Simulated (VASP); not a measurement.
# ZnS: relaxation of cell and atoms with PBE+MBD

The system is ZnS.

```
Zn S
1.0
     0.00000    2.70200    2.70200
     2.70200    0.00000    2.70200
     2.70200    2.70200    0.00000
Zn S
1 1
Direct
  0.75000 0.75000 0.75000
  0.00000 0.00000 0.00000
```

| Item | Value |
| --- | --- |
| Program | VASP 6.6.1 |
| Task | relaxation of cell and atoms |
| Functional | PBE |
| Dispersion | MBD |
| Potentials or basis | VASP PAW PBE potentials, release 64 (Zn, S) |
| Cutoff | 600 eV |
| k mesh | 9 × 9 × 9 |
| Occupations | fermi-dirac, width 0.05 eV |
| Spin | no spin polarisation |
| Further INCAR settings | ALGO = Normal; EDIFF = 1e-06; IBRION = 2; EDIFFG = -0.005; NSW = 60; ISIF = 3 |

* Relaxed volume: 19.71 Å³/atom
* Relaxed cell: a = 3.820 Å, b = 3.820 Å, c = 3.820 Å, α = 60.00°, β = 60.00°, γ = 60.00°
* Space group after relaxing (to 0.05 Å): F-43m (No. 216)
* Energy gained by relaxing: 0.0 meV/atom
* Ionic steps: 2
* Pressure after relaxing: 0.0 GPa
* Band gap on the k mesh: 2.12 eV, direct
* Hirshfeld charges: Zn +0.22; S -0.22 e
* Dispersion energy per atom: -0.223 eV

Final structure:
```cif
data_structure
_symmetry_space_group_name_H-M 'P 1'
_symmetry_Int_Tables_number 1
_cell_length_a 3.8202
_cell_length_b 3.8202
_cell_length_c 3.8202
_cell_angle_alpha 60.000
_cell_angle_beta 60.000
_cell_angle_gamma 60.000
_cell_volume 39.42
loop_
_atom_site_label
_atom_site_type_symbol
_atom_site_fract_x
_atom_site_fract_y
_atom_site_fract_z
_atom_site_occupancy
Zn1 Zn 0.75000 0.75000 0.75000 1
S1 S 0.00000 0.00000 0.00000 1
```

Levels at points of the mesh, in eV from the valence-band top:
| k point | band 5 | band 6 | band 7 | band 8 | band 9 | band 10 | band 11 | band 12 | band 13 |
| --- | --- | --- | --- | --- | --- | --- | --- | --- | --- |
| (0.00, 0.00, 0.00) | -5.84 | -5.84 | 0.00 | 0.00 | 0.00 | 2.12 | 6.40 | 6.40 | 6.40 |

It took 42 s on 1 thread of Intel(R) Xeon(R) Platinum 8488C (Sapphire Rapids), on a shared host, peak memory 0.19 GiB.

As with any semilocal functional, this PBE gap is likely too small.
